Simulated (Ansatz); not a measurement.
Here is an Ansatz 0.2.0 calculation.

File input.yaml:

```yaml
crystal:
  lattice:
    - [3.335484782, 0.0, 0.0]
    - [-1.667742391, 2.8886145552, 0.0]
    - [0.0, 0.0, 23.26371438]
  atoms:
    - { symbol: In, position: [0.66666667, 0.33333334, 0.322390478] }
    - { symbol: In, position: [0.33333333, 0.66666666, 0.440796826] }
    - { symbol: In, position: [0.66666667, 0.33333334, 0.559203174] }
    - { symbol: In, position: [0.33333333, 0.66666666, 0.677609522] }
kpoints:
  mp_grid: { grid: [9, 9, 1] }
scf:
  occupations: { method: fermi_dirac, width: 0.05 }
hamiltonian:
  xc: pbe
  pseudopotentials: { kind: all_electron, lapw: { basis_error: 0.002 } }
output:
  forces: true
  stress: true
relax:
  f_tol: 0.02
  max_steps: 60
```

Potentials or basis: all-electron LAPW, scalar-relativistic.

Launch:

```sh
$ ansatz run input.yaml --threads 4 --pin off --max-ram 14336MiB --backend cpu --events-out ev --progress --plain --runs-dir out
```

Problem. Estimate the energy gained by relaxing.

Solution. 3.4 meV/atom.

Stress tensor (GPa, compression positive):
```
-0.37  0.00  0.00
 0.00 -0.37  0.00
 0.00  0.00  0.00
```
